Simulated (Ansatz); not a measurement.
NaCl in the rocksalt structure, relaxed with r2SCAN in Ansatz. Space group Fm-3m (No. 225), cubic; a = 5.605 Å in the conventional setting, 22.02 Å³ an atom. Na has 6 Cl at 2.80 Å; Cl has 6 Na at 2.80 Å.

The axes x, y and z are those of this cell:
```yaml
crystal:
  lattice:
    - [0.00000, 2.80270, 2.80270]
    - [2.80270, 0.00000, 2.80270]
    - [2.80270, 2.80270, 0.00000]
  atoms:
    - { symbol: Na, position: [0.00000, 0.00000, 0.00000] }
    - { symbol: Cl, position: [0.50000, 0.50000, 0.50000] }
```

Unstrained: The PBE gap is direct at Γ: 5.180 eV. With r2SCAN the gap is 5.975 eV and direct, at Γ. The HSE06 gap is direct at Γ: 6.559 eV. Meshes: PBE 8×8×8, r2SCAN 8×8×8, HSE06 6×6×6. Strains are changes of length per length. After each strain the atoms were relaxed again with r2SCAN within the symmetry that the strain leaves, so tilts or polar shifts that break it weren't tested; points keep the names that they have in the unstrained zone. Calculated for a static, non-magnetic cell.

Task: For epitaxial +2.26 % in the plane normal to [111], how far does the free direction move, and what happens to the gap?

Result: The normal strain at zero normal stress is -1.75 %, 0.77 of the in-plane strain with the sign turned. PBE: the gap goes from 5.180 to 4.972 eV (-0.208 eV); with r2SCAN the top three valence levels at Γ, degenerate before, become 1+2 from the top over 143 meV. r2SCAN: the gap goes from 5.975 to 5.756 eV (-0.219 eV).

Task: Estimate what epitaxial -1.56 % in the xy plane, free normal strain +0.78 % does to the gap.

Result: PBE: the gap goes from 5.180 to 5.265 eV (+0.085 eV); with r2SCAN the top three valence levels at Γ, degenerate before, become 1+2 from the top over 14 meV. r2SCAN: the gap goes from 5.975 to 6.068 eV (+0.093 eV). HSE06: the gap goes from 6.559 to 6.650 eV (+0.091 eV). The r2SCAN energy rises by 2.5 meV an atom.

The meshes of the hybrids are coarse, so their gaps aren't converged to the digits shown.

The splittings at Γ are without spin-orbit coupling, which regroups them where it is of like size or larger.
